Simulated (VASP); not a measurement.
# KCl (Sylvite) (Fm-3m) in VASP: single point with PBE

Aim: the single point of KCl (Sylvite) with PBE.

All numbers are computed with VASP 6.6.1; they aren't measurements. Logs are shortened: lines on timing, memory, paths and dates and some standing lists are left out, and cuts for length are marked.

**What was measured.**

A printed reference work, monograph reports, for a bulk crystal of KCl: band gap 8.68 eV.

The runs below are set against these values where they give the same quantity.

## Step 1: The cell of the first run

It takes space group Fm-3m (No. 225, cubic). Conventional cell: a = 6.293 Å, b = 6.293 Å, c = 6.293 Å, α = 90.00°, β = 90.00°, γ = 90.00°. K (site symmetry m-3m) has 6 Cl at 3.15 Å within 4.1 Å. Cl (site symmetry m-3m) has 6 K at 3.15 Å within 4.1 Å.

## Step 2: Single point, PBE

File INCAR:

```
SYSTEM = KCl
ALGO = Normal
EDIFF = 1E-6
ENCUT = 500
GGA = PE
GGA_COMPAT = .FALSE.
ISIF = 2
ISMEAR = -1
LASPH = .TRUE.
LCHARG = .FALSE.
LREAL = .FALSE.
LWAVE = .FALSE.
NBANDS = 15
NELM = 120
PREC = Accurate
SIGMA = 0.01
```

File KPOINTS:

```
k-points
0
G
  5 5 5
  0 0 0
```

File POSCAR:

```
KCl
1.0
    4.4497810000      0.0000000000      0.0000000000
    2.2248905000      3.8536233873      0.0000000000
    2.2248905000      1.2845411291      3.6332309724
K Cl
1 1
Direct
    0.0000000000      0.0000000000      0.0000000000
    0.5000000000      0.5000000000      0.5000000000
```

Potentials or basis: VASP PAW PBE potentials, release 64 (K_sv, Cl).

Command:

```
$ cat potpaw_PBE.64/K_sv/POTCAR potpaw_PBE.64/Cl/POTCAR > POTCAR
$ mpirun -np 1 vasp_std > vasp.out
```

OUTCAR:

```text
SYSTEM = KCl
   EDIFF = 1E-6
   ENCUT = 500
   GGA = PE
   ISIF = 2
   ISMEAR = -1
   LASPH = .TRUE.
   LREAL = .FALSE.
   NELM = 120
   PREC = Accurate

 ion  position               nearest neighbor table
   1  0.000  0.000  0.000-   2 3.15   2 3.15   2 3.15   2 3.15   2 3.15   2 3.15
   2  0.500  0.500  0.500-   1 3.15   1 3.15   1 3.15   1 3.15   1 3.15   1 3.15

  LATTYP: Found a face centered cubic cell.
 ALAT       =     6.2929406398

  Lattice vectors:

 A1 = (   4.4497810000,   0.0000000000,   0.0000000000)
 A2 = (   2.2248905000,   3.8536233873,   0.0000000000)
 A3 = (   2.2248905000,   1.2845411291,   3.6332309724)

Analysis of symmetry for initial positions (statically):
=====================================================================
 Subroutine PRICEL returns:
 Original cell was already a primitive cell.

 Routine SETGRP: Setting up the symmetry group for a
 face centered cubic supercell.

 Subroutine GETGRP returns: Found 48 space group operations
 (whereof 48 operations were pure point group operations)
 out of a pool of 48 trial point group operations.

The static configuration has the point symmetry O_h .

Analysis of symmetry for dynamics (positions and initial velocities):
=====================================================================
 Subroutine PRICEL returns:
 Original cell was already a primitive cell.

 Routine SETGRP: Setting up the symmetry group for a
 face centered cubic supercell.

 Subroutine GETGRP returns: Found 48 space group operations
 (whereof 48 operations were pure point group operations)
 out of a pool of 48 trial point group operations.

The dynamic configuration has the point symmetry O_h .

 Subroutine INISYM returns: Found 48 space group operations
 (whereof 48 operations are pure point group operations),
 and found     1 'primitive' translations

----------------------------------------------------------------------------------------

                                     Primitive cell

  volume of cell :      62.3018

  direct lattice vectors                    reciprocal lattice vectors
     4.449781000  0.000000000  0.000000000     0.224730161 -0.129748019 -0.091745704
     2.224890500  3.853623387  0.000000000     0.000000000  0.259496038 -0.091745704
     2.224890500  1.284541129  3.633230972     0.000000000  0.000000000  0.275237112

  length of vectors
     4.449781000  4.449781000  4.449781000     0.275237112  0.275237112  0.275237112

  position of ions in fractional coordinates (direct lattice)
[... 72 lines left out ...]
   POTIM  = 0.5000    time-step for ionic-motion
   TEBEG  =    0.0;   TEEND  =   0.0 temperature during run
   PSTRESS=    0.0 pullay stress
   NELECT =      16.0000    total number of electrons
   NUPDOWN=      -1.0000    fix difference up-down
   EMIN   =  10.00;   EMAX   =-10.00  energy-range for DOS
   EFERMI =   0.00;   METHOD = LEGACY
   ISMEAR =    -1;   SIGMA  =   0.01  broadening in eV -4-tet -1-fermi 0-gaus
   EFERMI_NEDOS =   21; number of points for ismear=-14 and -15
   IALGO  =     38    algorithm
   IMIX   =      4    mixing-type and parameters
     AMIX     =   0.40;   BMIX     =  1.00
     AMIX_MAG =   1.60;   BMIX_MAG =  1.00
  volume/ion in A,a.u.               =      31.15       210.22
  Fermi-wavevector in a.u.,A,eV,Ry     =   1.040594  1.966437 14.732868  1.082835
  Thomas-Fermi vector in A             =   2.175176
   LORBIT       =      0    0 simple, 1 ext, 2 COOP (PROOUT), +10 PAW based schemes
   GGA     = PE    functional components
   LHFCALC =     F    Hartree Fock is set to
   AEXX    =    0.0000 exact exchange contribution
   IVDW    =     0    specifies the selected vdW correction
   LEPSILON=     F    determine dielectric tensor
   LRPA    =     F    only Hartree local field effects (RPA)
 non-spin polarized calculation
  energy-cutoff  :      500.00
  volume of cell :       62.30
 maximum number of plane-waves:      1596
   NGX = 17   NGY = 17   NGZ = 17

 number of electron      16.0000001 magnetization

 Free energy of the ion-electron system (eV)
  ---------------------------------------------------
  ext. energy  EPLUGINS =         0.00000000
  ---------------------------------------------------
  free energy    TOTEN  =        -6.80368677 eV

  energy without entropy =       -6.80368677  energy(sigma->0) =       -6.80368677

 E-fermi :  -1.6251     XC(G=0):  -7.5392

 val. band max:       -1.8419798857   @ k =   0.0000   0.0000   0.0000
 cond. band min:       3.3444734689   @ k =   0.0000   0.0000   0.0000
 fundamental gap:      5.1864533546
 Fermi energy:        -1.6250972619

 k-point     1 :       0.0000    0.0000    0.0000
  band No.  band energies     occupation
      1     -29.0402      2.00000
      2     -13.9599      2.00000
      3     -12.5008      2.00000
      4     -12.5008      2.00000
      5     -12.5008      2.00000
      6      -1.8420      2.00000
      7      -1.8420      2.00000
      8      -1.8420      2.00000
      9       3.3445      0.00000
     10       6.5387      0.00000
     11       6.5387      0.00000
     12       6.5387      0.00000
     13       7.4152      0.00000
     14       7.4152      0.00000
[... 149 lines left out ...]
      2     -13.9870      2.00000
      3     -12.5797      2.00000
      4     -12.5708      2.00000
      5     -12.4066      2.00000
      6      -2.5186      2.00000
      7      -2.2238      2.00000
      8      -2.2165      2.00000
      9       5.7904      0.00000
     10       6.4436      0.00000
     11       7.6776      0.00000
     12       8.4976      0.00000
     13       9.3763      0.00000
     14       9.3944      0.00000
     15      10.2280      0.00000

------------------------ aborting loop because EDIFF is reached ----------------------------------------

  FORCE on cell =-STRESS in cart. coord.  units (eV):
  Direction    XX          YY          ZZ          XY          YZ          ZX
  --------------------------------------------------------------------------------------
  -------------------------------------------------------------------------------------
  Total        0.3013127      0.3013127      0.3013127     -0.0000000      0.0000000     -0.0000000
  in kB        7.7486685      7.7486685      7.7486685     -0.0000000      0.0000000     -0.0000000
  external PRESSURE =       7.7486685 kB  Pullay stress =       0.0000000 kB

 VOLUME and BASIS-vectors are now :
 -----------------------------------------------------------------------------
  energy-cutoff  :      500.00
  volume of cell :       62.30
      direct lattice vectors                 reciprocal lattice vectors
     4.449781000  0.000000000  0.000000000     0.224730161 -0.129748019 -0.091745704
     2.224890500  3.853623387  0.000000000     0.000000000  0.259496038 -0.091745704
     2.224890500  1.284541129  3.633230972     0.000000000  0.000000000  0.275237112

 POSITION                                       TOTAL-FORCE (eV/Angst)
 -----------------------------------------------------------------------------------
      0.00000      0.00000      0.00000        -0.000000     -0.000000      0.000000
      4.44978      2.56908      1.81662         0.000000      0.000000      0.000000
 -----------------------------------------------------------------------------------
    total drift:                               -0.000000      0.000000     -0.000000

  FREE ENERGIE OF THE ION-ELECTRON SYSTEM (eV)
  ---------------------------------------------------
  free  energy   TOTEN  =        -6.8036867710 eV

  energy  without entropy=       -6.8036867709  energy(sigma->0) =       -6.80368677
```

It took 11 s on 1 thread of Intel Xeon Platinum 8259CL at 2.50GHz (Skylake/Cascade Lake), shared host; peak memory 0.17 GiB.

What came out:

* Free energy: -6.8037 eV
* Pressure: 0.8 GPa
* Band gap on the k mesh: 5.19 eV, direct

## Step 3: Against experiment

Step 2. Against the measured gap of KCl, 8.68 eV (a printed reference work, monograph), the calculated 5.19 eV is off by -3.49 eV. The value is that of PBE, without temperature or zero-point motion. Semilocal functionals fall short of measured gaps as a rule.
